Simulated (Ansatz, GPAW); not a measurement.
# Geometry or basis: what sets the conductance of a Ag chain with CO on top of one atom

Aim: the conductance of a Ag chain with CO on top of one atom after relaxation, and whether geometry, basis or functional moves it most.

Main program and level: GPAW 26.7.0 and Ansatz 0.2.0; Ansatz plane waves; relaxation of the junction with the lead ends held, in the first sound run; inputs show where later runs differ.

## (1) The starting structure

The cell holds 17 atoms: 15 Ag, 1 C and 1 O. Cell: a = 9.000 Å, b = 9.000 Å, c = 39.900 Å, α = 90.0°, β = 90.0°, γ = 90.0°. Regions: left lead, 7 atoms (7 Ag); channel, 3 atoms (1 Ag, 1 C and 1 O); right lead, 7 atoms (7 Ag). Vacuum lies along a and b. The structure is stacked along c, and the current runs across the ab planes.

## (2) Relaxing the atoms

Transmission follows bond lengths closely, so the atoms between the held lead ends are relaxed first, from a slightly shaken start that lets symmetry break.

input.yaml reads:

```yaml
crystal:
  lattice:
    - [9.0, 0.0, 0.0]
    - [0.0, 9.0, 0.0]
    - [0.0, 0.0, 39.9]
  atoms:
    - { symbol: Ag, position: [0.5, 0.5, 0.0333333333] }
    - { symbol: Ag, position: [0.5, 0.5, 0.1] }
    - { symbol: Ag, position: [0.5, 0.5, 0.1666666667] }
    - { symbol: Ag, position: [0.5, 0.5, 0.2333333333] }
    - { symbol: Ag, position: [0.5, 0.5, 0.3] }
    - { symbol: Ag, position: [0.5036708748, 0.5011281043, 0.366260673] }
    - { symbol: Ag, position: [0.4957991938, 0.4936845958, 0.4333473471] }
    - { symbol: Ag, position: [0.4972981097, 0.4970928135, 0.4998331056] }
    - { symbol: C, position: [0.7014049579, 0.4924107239, 0.5006955989] }
    - { symbol: O, position: [0.823710515, 0.506198747, 0.5004440362] }
    - { symbol: Ag, position: [0.4984271849, 0.5044766551, 0.5666822956] }
    - { symbol: Ag, position: [0.5023030699, 0.5003574236, 0.634157793] }
    - { symbol: Ag, position: [0.5, 0.5, 0.7] }
    - { symbol: Ag, position: [0.5, 0.5, 0.7666666667] }
    - { symbol: Ag, position: [0.5, 0.5, 0.8333333333] }
    - { symbol: Ag, position: [0.5, 0.5, 0.9] }
    - { symbol: Ag, position: [0.5, 0.5, 0.9666666667] }
kpoints:
  mp_grid: { grid: [1, 1, 2] }
hamiltonian:
  xc: pbe
scf:
  occupations: { method: fermi_dirac, width: 0.1 }
relax:
  f_tol: 0.03
  max_steps: 80
  constraints: [{ sites: [0, 1, 2, 3, 4, 12, 13, 14, 15, 16] }]
```

Command:

```bash
$ ansatz run input.yaml --threads 4 --pin off --max-ram 8192MiB --backend cpu --events-out ev --progress --plain --runs-dir out
```

Numbers of over 12 decimals in the logs are rounded to 6 here.

What it wrote:

```text
Engine: ansatz 0.2.0, x86_64-unknown-linux-gnu
Pseudopotentials: kind: paw
Pseudopotential: Ag, paw, valence charge 19, recommended cutoff 420 eV (normal), Ag.paw.azcp
Pseudopotential: C, paw, valence charge 4, recommended cutoff 420 eV (normal), C.paw.azcp
Pseudopotential: O, paw, valence charge 6, recommended cutoff 420 eV (normal), O.paw.azcp
Functional definition: PBE
  parameter kappa = 0.804
  parameter beta = 0.066725
  exchange = pbe_x(kappa = kappa, mu = beta*pi^2/3)
  correlation = pbe_c(beta = beta)
Crystal: 17 atoms, lattice volume = 3231.900 Å³
Basis set: ecut = 420 eV, 63033 PW (Γ), exchange–correlation on 128×128×540 points (8 copies of the dense FFT grid, shifted against one another)
Bands: 177, of which v1, the nominal top of the filled ones, is band 148 counted from 1 (147 counted from 0)
Symmetry: 1 space group operations
Space group: P1 (ITA 1), of the structure as read, at distance tolerance 1.5e-4 Å
k-points: 2
Non-local potential: Ag, projectors of the file, l = 0: 3, l = 1: 2, l = 2: 2, l = 3: 1
Non-local potential: C, projectors of the file, l = 0: 2, l = 1: 2, l = 2: 1
Non-local potential: O, projectors of the file, l = 0: 2, l = 1: 2, l = 2: 1
PAW form: soft (Blöchl's): semilocal exchange-correlation on the pseudo side does not see the compensation charge
PAW one-centre angular grid: Ag, 590 points (default); XC on 64 Gauss nodes
PAW one-centre angular grid: C, 110 points (default); XC on 64 Gauss nodes
PAW one-centre angular grid: O, 110 points (default); XC on 64 Gauss nodes
Initial density: superposition of atomic densities (neutral atoms: chi_scale 0, normalization atom), corrected by the library's trained network
Initial wavefunctions: pseudopotential atomic-orbital guess
Functional: x = pbe(κ = 0.804, μ = 0.219515), c = pbe(β = 0.066725)
SCF iter   1: F=—  HF=-114653.925904 eV  |F-HF|=—  |Δ(HF+E_count)|=         —  Δρ=1.92e-3  dr2=4.51e-1  ethr=1.77e-3  ⟨swp⟩=10.0  Hψ=1595  notcnv=0  defer=8
preconditioner: auto → LDOS  [metal: Δε(μ)=0.045 eV  Ē_g=6.435 eV  σ=0.100 eV  W_gap=0.11  n_scr=346 (ndim 8)  ℏωp=8.6 eV  f_vac=0.782  D(μ)=6.82/eV (n_scr^D=6)  β→1.0]
SCF iter   2: F=—  HF=-114653.982270 eV  |F-HF|=—  |Δ(HF+E_count)|=   5.64e-2  Δρ=1.84e-3  dr2=3.32e-1  ethr=1.53e-4  ⟨swp⟩=2.0  Hψ=611  notcnv=0  defer=29
SCF iter   3: F=—  HF=-114653.953050 eV  |F-HF|=—  |Δ(HF+E_count)|=   2.92e-2  Δρ=8.71e-4  dr2=3.70e-2  ethr=1.12e-4  ⟨swp⟩=2.0  Hψ=589  notcnv=0  defer=26
SCF iter   4: F=—  HF=-114653.945197 eV  |F-HF|=—  |Δ(HF+E_count)|=   7.85e-3  Δρ=2.11e-4  dr2=6.54e-3  ethr=1.25e-5  ⟨swp⟩=2.0  Hψ=588  notcnv=0  defer=26
SCF iter   5: F=—  HF=-114653.945583 eV  |F-HF|=—  |Δ(HF+E_count)|=   3.85e-4  Δρ=1.52e-4  dr2=9.88e-4  ethr=2.22e-6  ⟨swp⟩=2.0  Hψ=494  notcnv=0  defer=26
SCF iter   6: F=—  HF=-114653.945414 eV  |F-HF|=—  |Δ(HF+E_count)|=   1.68e-4  Δρ=3.45e-5  dr2=6.22e-5  ethr=3.35e-7  ⟨swp⟩=2.0  Hψ=571  notcnv=0  defer=26
SCF iter   7: F=-114653.945432 eV  HF=-114653.945437 eV  |F-HF|=4.14e-6  |Δ(HF+E_count)|=   2.23e-5  Δρ=1.73e-5  dr2=1.39e-5  ethr=7.63e-9  ⟨swp⟩=4.5  Hψ=1133  notcnv=0
SCF 1 converged in 7 iterations: F = -114653.945432 eV  dr2 = 1.39e-5
  greatest PAW one-centre occupation: 1.000 electrons in one spin orbital (limit 2), on the Ag atom at site 7 (counted from 0), in its partial waves of l = 0
relax step   1: F+E_penalty+E_count = -114653.94543247 eV  Δ(F+E_penalty+E_count) = +0.000e0 eV  max|allowed force component| = 4.583e0 eV/Å  Δτ_max = 0.0000 Å  (7 SCF iters, dr2 threshold 2.25e-5 eV, accepted)
Initial density: handed on by an earlier stage of this run
Initial wavefunctions: those handed on with the density
iter 1 solved again at ethr=2.02e-4 eV; its pass at ethr=3.10e-3 eV (dr2=5.95e-1 eV) is discarded
SCF iter   1: F=—  HF=-114654.430960 eV  |F-HF|=—  |Δ(HF+E_count)|=         —  Δρ=5.71e-3  dr2=6.06e-1  ethr=2.02e-4  ⟨swp⟩=1.5  Hψ=1222  notcnv=0  defer=24
preconditioner: auto → LDOS  [metal: Δε(μ)=0.076 eV  Ē_g=6.313 eV  σ=0.100 eV  W_gap=0.19  n_scr=346 (ndim 8)  ℏωp=8.6 eV  f_vac=0.782  D(μ)=7.13/eV (n_scr^D=8)  β→1.0]
SCF iter   2: F=—  HF=-114654.389942 eV  |F-HF|=—  |Δ(HF+E_count)|=   4.10e-2  Δρ=2.75e-3  dr2=2.53e-1  ethr=2.02e-4  ⟨swp⟩=3.0  Hψ=795  notcnv=0  defer=24
SCF iter   3: F=—  HF=-114654.341966 eV  |F-HF|=—  |Δ(HF+E_count)|=   4.80e-2  Δρ=9.16e-4  dr2=3.11e-2  ethr=8.58e-5  ⟨swp⟩=3.0  Hψ=703  notcnv=0  defer=29
SCF iter   4: F=—  HF=-114654.338944 eV  |F-HF|=—  |Δ(HF+E_count)|=   3.02e-3  Δρ=2.19e-4  dr2=2.67e-3  ethr=1.05e-5  ⟨swp⟩=2.0  Hψ=583  notcnv=0  defer=29
SCF iter   5: F=—  HF=-114654.338826 eV  |F-HF|=—  |Δ(HF+E_count)|=   1.18e-4  Δρ=1.38e-4  dr2=1.17e-3  ethr=9.04e-7  ⟨swp⟩=2.0  Hψ=617  notcnv=0  defer=29
SCF iter   6: F=-114654.338744 eV  HF=-114654.338739 eV  |F-HF|=4.70e-6  |Δ(HF+E_count)|=   8.74e-5  Δρ=3.50e-5  dr2=5.11e-5  ethr=3.39e-8  ⟨swp⟩=3.0  Hψ=1539  notcnv=0
SCF 2 converged in 6 iterations: F = -114654.338744 eV  dr2 = 5.11e-5
relax step   2: F+E_penalty+E_count = -114654.33874358 eV  Δ(F+E_penalty+E_count) = -3.933e-1 eV  max|allowed force component| = 1.947e0 eV/Å  Δτ_max = 0.1921 Å  (6 SCF iters, dr2 threshold 1.00e-4 eV, accepted)
iter 1 solved again at ethr=2.53e-4 eV; its pass at ethr=3.10e-3 eV (dr2=7.47e-1 eV) is discarded
SCF iter   1: F=—  HF=-114654.657729 eV  |F-HF|=—  |Δ(HF+E_count)|=         —  Δρ=6.17e-3  dr2=7.65e-1  ethr=2.53e-4  ⟨swp⟩=1.0  Hψ=1248  notcnv=0  defer=25
preconditioner: auto → LDOS  [metal: Δε(μ)=0.168 eV  Ē_g=6.279 eV  σ=0.100 eV  W_gap=0.40  n_scr=346 (ndim 8)  ℏωp=8.6 eV  f_vac=0.781  D(μ)=6.64/eV (n_scr^D=6)  β→1.0]
SCF iter   2: F=—  HF=-114654.618686 eV  |F-HF|=—  |Δ(HF+E_count)|=   3.90e-2  Δρ=3.05e-3  dr2=3.03e-1  ethr=2.53e-4  ⟨swp⟩=3.0  Hψ=803  notcnv=0  defer=25
SCF iter   3: F=—  HF=-114654.564272 eV  |F-HF|=—  |Δ(HF+E_count)|=   5.44e-2  Δρ=1.40e-3  dr2=7.37e-2  ethr=1.03e-4  ⟨swp⟩=3.0  Hψ=741  notcnv=0  defer=28
SCF iter   4: F=—  HF=-114654.554205 eV  |F-HF|=—  |Δ(HF+E_count)|=   1.01e-2  Δρ=3.91e-4  dr2=5.82e-3  ethr=2.50e-5  ⟨swp⟩=2.0  Hψ=501  notcnv=0  defer=28
SCF iter   5: F=—  HF=-114654.553256 eV  |F-HF|=—  |Δ(HF+E_count)|=   9.49e-4  Δρ=1.23e-4  dr2=1.24e-3  ethr=1.97e-6  ⟨swp⟩=2.0  Hψ=591  notcnv=0  defer=28
SCF iter   6: F=-114654.553212 eV  HF=-114654.553205 eV  |F-HF|=7.88e-6  |Δ(HF+E_count)|=   5.11e-5  Δρ=3.92e-5  dr2=5.41e-5  ethr=3.39e-8  ⟨swp⟩=3.0  Hψ=1447  notcnv=0
SCF 3 converged in 6 iterations: F = -114654.553212 eV  dr2 = 5.41e-5
relax step   3: F+E_penalty+E_count = -114654.55321246 eV  Δ(F+E_penalty+E_count) = -2.145e-1 eV  max|allowed force component| = 1.477e0 eV/Å  Δτ_max = 0.1927 Å  (6 SCF iters, dr2 threshold 1.00e-4 eV, accepted)
[... from here on, the SCF cycles and remarks between the steps are left out ...]
relax step   4: F+E_penalty+E_count = -114654.69231955 eV  Δ(F+E_penalty+E_count) = -1.391e-1 eV  max|allowed force component| = 7.616e-1 eV/Å  Δτ_max = 0.1954 Å  (6 SCF iters, dr2 threshold 1.00e-4 eV, accepted)
relax step   5: F+E_penalty+E_count = -114654.80946042 eV  Δ(F+E_penalty+E_count) = -1.171e-1 eV  max|allowed force component| = 9.114e-1 eV/Å  Δτ_max = 0.2000 Å  (6 SCF iters, dr2 threshold 1.00e-4 eV, accepted)
relax step   6: F+E_penalty+E_count = -114654.87044231 eV  Δ(F+E_penalty+E_count) = -6.098e-2 eV  max|allowed force component| = 3.130e-1 eV/Å  Δτ_max = 0.2000 Å  (6 SCF iters, dr2 threshold 1.00e-4 eV, accepted)
relax step   7: F+E_penalty+E_count = -114654.90205783 eV  Δ(F+E_penalty+E_count) = -3.162e-2 eV  max|allowed force component| = 2.118e-1 eV/Å  Δτ_max = 0.2000 Å  (6 SCF iters, dr2 threshold 1.16e-5 eV, accepted)
relax step   8: F+E_penalty+E_count = -114654.90875615 eV  Δ(F+E_penalty+E_count) = -6.698e-3 eV  max|allowed force component| = 2.492e-2 eV/Å  Δτ_max = 0.0908 Å  (6 SCF iters, dr2 threshold 5.29e-6 eV, accepted)
relax step   9: F+E_penalty+E_count = -114654.90875686 eV  Δ(F+E_penalty+E_count) = -7.100e-7 eV  max|allowed force component| = 2.483e-2 eV/Å  Δτ_max = 0.0000 Å  (4 SCF iters, accepted)
relax step  10: F+E_penalty+E_count = -114654.91038207 eV  Δ(F+E_penalty+E_count) = -1.625e-3 eV  max|allowed force component| = 1.392e-1 eV/Å  Δτ_max = 0.0751 Å  (8 SCF iters, accepted)
relax step  11: F+E_penalty+E_count = -114654.91169611 eV  Δ(F+E_penalty+E_count) = -1.314e-3 eV  max|allowed force component| = 1.331e-1 eV/Å  Δτ_max = 0.0780 Å  (6 SCF iters, dr2 threshold 1.92e-5 eV, accepted)
relax step  12: F+E_penalty+E_count = -114654.91252119 eV  Δ(F+E_penalty+E_count) = -8.251e-4 eV  max|allowed force component| = 1.004e-1 eV/Å  Δτ_max = 0.1236 Å  (6 SCF iters, dr2 threshold 1.62e-5 eV, accepted)
relax step  13: F+E_penalty+E_count = -114654.91277616 eV  Δ(F+E_penalty+E_count) = -2.550e-4 eV  max|allowed force component| = 8.310e-2 eV/Å  Δτ_max = 0.0311 Å  (5 SCF iters, dr2 threshold 5.74e-6 eV, accepted)
relax step  14: F+E_penalty+E_count = -114654.91287156 eV  Δ(F+E_penalty+E_count) = -9.540e-5 eV  max|allowed force component| = 2.920e-2 eV/Å  Δτ_max = 0.0113 Å  (4 SCF iters, dr2 threshold 3.93e-6 eV, accepted)
iter 1 solved again at ethr=1.00e-9 eV; its pass at ethr=3.10e-3 eV (dr2=2.95e-6 eV) is discarded
SCF iter   1: F=—  HF=-114654.912950 eV  |F-HF|=—  |Δ(HF+E_count)|=         —  Δρ=1.03e-5  dr2=2.95e-6  ethr=1.00e-9  ⟨swp⟩=1.0  Hψ=832  notcnv=0  defer=29
preconditioner: auto → LDOS  [insulator: Δε(μ)=0.293 eV  Ē_g=6.221 eV  σ=0.100 eV  W_gap=0.63  n_scr=346 (ndim 8)  ℏωp=8.6 eV  f_vac=0.779  D(μ)=5.72/eV (n_scr^D=6)  ε∞_Penn≈2.9  β→1.0]
SCF iter   2: F=—  HF=-114654.912876 eV  |F-HF|=—  |Δ(HF+E_count)|=   7.47e-5  Δρ=1.77e-5  dr2=9.53e-6  ethr=1.00e-9  ⟨swp⟩=3.0  Hψ=678  notcnv=0  defer=29
SCF iter   3: F=-114654.912873 eV  HF=-114654.912873 eV  |F-HF|=4.50e-8  |Δ(HF+E_count)|=   2.11e-6  Δρ=1.28e-6  dr2=6.45e-8  ethr=3.39e-11  ⟨swp⟩=4.0  Hψ=1466  notcnv=0
SCF 15 converged in 3 iterations: F = -114654.912873 eV  dr2 = 6.45e-8
relax step  15: F+E_penalty+E_count = -114654.91287337 eV  Δ(F+E_penalty+E_count) = -1.805e-6 eV  max|allowed force component| = 2.905e-2 eV/Å  Δτ_max = 0.0000 Å  (3 SCF iters, accepted)
SCF converged after 3 iterations
Free energy (F): -114654.912873 eV
Harris-Foulkes:  -114654.912873 eV  (|F-HF|=4.50e-8)
Internal energy: -114654.716580 eV  (E = F + TS)
E sigma→0 (E₀):  -114654.814727 eV
Entropy (-TS):   -0.196294 eV (-11.547 meV/atom)
Fermi energy:    -3.180661 eV
--- Per-component energies (eV) ---
  E_band       = -9060.622674
  E_kinetic    = 8178.208866
  E_local      = -104080.324224  (includes V_loc(G=0)·N_el)
  E_nonlocal   = 1304.504291
  E_hartree    = 47720.077357
  E_xc         = -2858.701501
  E_vxc        = -3624.288902  (∫ρ·V_xc dr)
  E_paw        = -58823.247539  (= ΣΔE_a)
  E_vpaw       = -6278.880965  (= ΣTr[D̂ρ^β])
  E_aug_tail   = 0.007150  (compensation charges beyond the density's cutoff)
  E_ewald      = -6095.240979
  E_smearing   = -0.196294  (= −TS)
  E_closure    = -0.000000  (closes the sum)
  Σ components = -114654.912873   (vs F -114654.912873, Δ=0.00e0)
--- Forces (eV/Å), atoms counted from 1 ---
  atom   1  Ag     0.00003043    -0.00001743    -0.00190379
  atom   2  Ag    -0.00029555     0.00015656     0.00267857
  atom   3  Ag    -0.00058683     0.00033726    -0.00457634
  atom   4  Ag     0.00998002    -0.00528635     0.02051431
  atom   5  Ag    -0.00906349     0.00401786     0.34759649
  atom   6  Ag    -0.00021848     0.00041375     0.00082943
  atom   7  Ag    -0.00055833     0.00036201    -0.00222113
  atom   8  Ag     0.00069904    -0.00117141     0.00420591
  atom   9  C      0.02850611     0.02878291     0.00229961
  atom  10  O     -0.02904699    -0.02684720    -0.00253279
  atom  11  Ag     0.00083063    -0.00007833    -0.00322296
  atom  12  Ag     0.00022549     0.00004519     0.00143470
  atom  13  Ag    -0.00896294     0.00375735    -0.34656067
  atom  14  Ag     0.00946769    -0.00505585    -0.02336123
  atom  15  Ag    -0.00052715     0.00031731     0.00616951
  atom  16  Ag    -0.00028112     0.00015001    -0.00351594
  atom  17  Ag     0.00002886    -0.00001703     0.00216582
  max |Σ_I F_I| component: 2.27e-4 eV/Å
--- Relaxed structure (15 steps of the walk, 15 accepted, 0 SCFs on fresh bases) ---
  F+E_penalty+E_count = -114654.91287337 eV   max|allowed force component| = 2.905e-2 eV/Å
  atoms:
    - { symbol: Ag, position: [0.5, 0.5, 0.0333333333] }
    - { symbol: Ag, position: [0.5, 0.5, 0.100000] }
    - { symbol: Ag, position: [0.5, 0.5, 0.1666666667] }
    - { symbol: Ag, position: [0.5, 0.5, 0.2333333333] }
    - { symbol: Ag, position: [0.5, 0.5, 0.3] }
    - { symbol: Ag, position: [0.519513, 0.489556, 0.369490] }
    - { symbol: Ag, position: [0.474241, 0.511975, 0.437528] }
    - { symbol: Ag, position: [0.596331, 0.457971, 0.499773] }
    - { symbol: C, position: [0.839869, 0.439918, 0.501430] }
    - { symbol: O, position: [0.938389, 0.519920, 0.502436] }
    - { symbol: Ag, position: [0.474931, 0.511021, 0.562372] }
    - { symbol: Ag, position: [0.518468, 0.489956, 0.630437] }
    - { symbol: Ag, position: [0.5, 0.5, 0.7] }
    - { symbol: Ag, position: [0.5, 0.5, 0.7666666667] }
    - { symbol: Ag, position: [0.5, 0.5, 0.8333333333] }
    - { symbol: Ag, position: [0.5, 0.5, 0.9] }
    - { symbol: Ag, position: [0.5, 0.5, 0.966667] }
```

Elapsed: 3.1 min, on 4 threads of Intel Xeon Platinum 8488C (Sapphire Rapids), shared host; peak memory 4.8 GiB.

This run has no spin polarisation although its electron count is odd.

Step by step:

```
step  energy less that of the first step (eV)  largest force component (eV/Å)
   1                                   0.0000                          4.5830
   2                                  -0.3933                          1.9470
   3                                  -0.6078                          1.4774
   4                                  -0.7469                          0.7616
   5                                  -0.8640                          0.9114
   6                                  -0.9250                          0.3130
   7                                  -0.9566                          0.2118
   8                                  -0.9633                          0.0249
   9                                  -0.9633                          0.0248
  10                                  -0.9650                          0.1392
  11                                  -0.9663                          0.1331
  12                                  -0.9671                          0.1004
  13                                  -0.9673                          0.0831
  14                                  -0.9674                          0.0292
  15                                  -0.9674                          0.0290
```

The atoms that moved most (Å):

| atom | dx | dy | dz | length |
| --- | --- | --- | --- | --- |
| C9 | 1.246 | -0.472 | 0.029 | 1.333 |
| O10 | 1.032 | 0.123 | 0.079 | 1.043 |
| Ag8 | 0.891 | -0.352 | -0.002 | 0.958 |
| Ag7 | -0.194 | 0.165 | 0.167 | 0.304 |
| Ag11 | -0.211 | 0.059 | -0.172 | 0.279 |
| Ag12 | 0.145 | -0.094 | -0.148 | 0.228 |
| Ag6 | 0.143 | -0.104 | 0.129 | 0.219 |

This step gave:

```yaml
free_energy: -114654.9129 eV
smearing_term_ts: 0.1963 eV
symmetry_operations: 1
```

The relaxation lowered the energy of the cell by 0.967 eV.

(Part 1 of 3 ends here.)

[Logs are printed without paths, hosts, clocks, repeated set-up lines and the standing remarks that a program may print on its own settings, such as how far it seeks lower states.]

[Hosts, paths, dates, database ids (printed as entryN), source tags and the programs' standing remarks are cut or masked in the printed files.]
